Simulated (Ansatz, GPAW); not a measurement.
This is a calculation of Be (Beryllium) for GPAW 26.7.0 (ASE script). 

run.py

```python
from ase.dft.bandgap import bandgap
from ase.io import read, write
from ase.units import Bohr, GPa
from gpaw import GPAW, PW
from gpaw.elf import elf_from_dft_calculation

atoms = read('Be.xyz')

calc = GPAW(mode=PW(800),
            xc='RPBE',
            kpts={'size': (13, 13, 8), 'gamma': True},
            occupations={'name': 'methfessel-paxton', 'order': 0, 'width': 0.02},
            nbands=9,
            convergence={'density': 1e-05, 'energy': 1e-05},
            maxiter=150,
            txt='gpaw.txt')
atoms.calc = calc
energy = atoms.get_potential_energy()
forces = atoms.get_forces()
stress = atoms.get_stress()
calc.write('gs.gpw')
write('result.traj', atoms)
print(f'Energy: {energy:.6f} eV')
print('Forces (eV/A):')
print(forces.round(4))
print('Stress (GPa):', (stress / GPa).round(3))
print('Fermi level:', round(calc.get_fermi_level(), 4), 'eV')
print(f'Gap: {bandgap(calc)[0]:.4f} eV, direct: {bandgap(calc, direct=True)[0]:.4f} eV')

# fields on the real-space grid
write('density.cube', atoms, data=calc.get_pseudo_density() * Bohr**3)
write('potential.cube', atoms, data=calc.get_electrostatic_potential())
write('elf.cube', atoms, data=elf_from_dft_calculation(calc).data)
```

The input Be.xyz:

```xyz
2
Lattice="2.2853000000 0.0000000000 0.0000000000 -1.1426500000 1.9791278553 0.0000000000 0.0000000000 0.0000000000 3.5842000000" Properties=species:S:1:pos:R:3 pbc="T T T"
Be     1.1426500001      0.6597092850      2.6881500000
Be    -0.0000000001      1.3194185703      0.8960500000
```

Potentials or basis: the program's PAW data sets (release 1.2.1) made for this functional, pw.

The run is started by

```sh
$ OMP_NUM_THREADS=1 python run.py
```

**Question.** Translate it to Ansatz 0.2.0. Potentials or basis there: all-electron LAPW, scalar-relativistic.

**Answer.** As run (cutoffs and basis follow the program's own potentials, and thresholds, step limits or extra output files can differ):

File input.yaml:

```yaml
crystal:
  lattice:
    - [2.2853, 0.0, 0.0]
    - [-1.14265, 1.9791278553, 0.0]
    - [0.0, 0.0, 3.5842]
  atoms:
    - { symbol: Be, position: [0.6666666667, 0.3333333333, 0.75] }
    - { symbol: Be, position: [0.3333333333, 0.6666666667, 0.25] }
kpoints:
  mp_grid: { grid: [13, 13, 8] }
scf:
  occupations: { method: gaussian, width: 0.02 }
hamiltonian:
  xc: rpbe
  pseudopotentials: { kind: all_electron, lapw: { basis_error: 0.001 } }
output:
  forces: true
  stress: true
  eigenvalues: true
```

Potentials or basis: all-electron LAPW, scalar-relativistic.

Command:

```bash
$ ansatz run input.yaml --threads 1 --pin off --max-ram 3072MiB --backend cpu --events-out ev --progress --plain --runs-dir out
```

Both were run:

|  | GPAW | Ansatz |
| --- | --- | --- |
| Pressure | 1.9 GPa | 0.2 GPa |

Where Ansatz's input types no cutoff or centring, it takes its own default and a Γ-centred mesh.

Pressure is positive in compression.
